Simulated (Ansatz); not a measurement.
# GaSb: relaxation of cell and atoms with LDA

GaSb:

```xyz
2
Lattice="0.0000 3.0590 3.0590 3.0590 0.0000 3.0590 3.0590 3.0590 0.0000" Properties=species:S:1:pos:R:3 pbc="T T T"
Sb    4.5885    4.5885    4.5885
Ga    0.0000    0.0000    0.0000
```

```yaml
Program: Ansatz 0.2.0
Task: relaxation of cell and atoms
Functional: LDA
Potentials_or_basis: Ansatz PAW
Cutoff: "420 eV (not typed: the program's choice for these potentials)"
k_mesh: 8 × 8 × 8
Occupations: fermi-dirac, width 0.05 eV
Spin: no spin polarisation
```

```yaml
Relaxed_volume: 27.68 Å³/atom
Relaxed_cell: a = 4.278 Å, b = 4.278 Å, c = 4.278 Å, α = 60.00°, β = 60.00°, γ = 60.00°
Space_group_after_relaxing_to_0.05_Å: F-43m (No. 216)
Energy_gained_by_relaxing: 5.3 meV/atom
Ionic_steps: 4
Pressure_after_relaxing: 0.0 GPa
```

The path:
| step | energy change (eV) | largest force (eV/Å) | volume (Å³) |
| --- | --- | --- | --- |
| 1 | 0.0000 | 0.0000 | 57.25 |
| 2 | -0.0100 | 0.0000 | 54.74 |
| 3 | -0.0110 | 0.0000 | 55.36 |
| 4 | -0.0106 | 0.0000 | 55.36 |

Final structure:
```
Sb Ga
1.0
     0.00000    3.02499    3.02499
     3.02499    0.00000    3.02499
     3.02499    3.02499    0.00000
Sb Ga
1 1
Direct
  0.75000 0.75000 0.75000
  0.00000 0.00000 0.00000
```

Wall time 5 s on 2 threads of Arm Neoverse V2, with other jobs on the host, peak memory 0.34 GiB.

Caveat: the plane-wave basis is chosen anew once the cell has moved, so the energies of steps on either side of that aren't comparable; the PAW data sets come from PBE, with cores solved anew for the run's functional, which leaves a small shift of forces and pressure. Zero-point motion and thermal expansion aren't in these numbers.
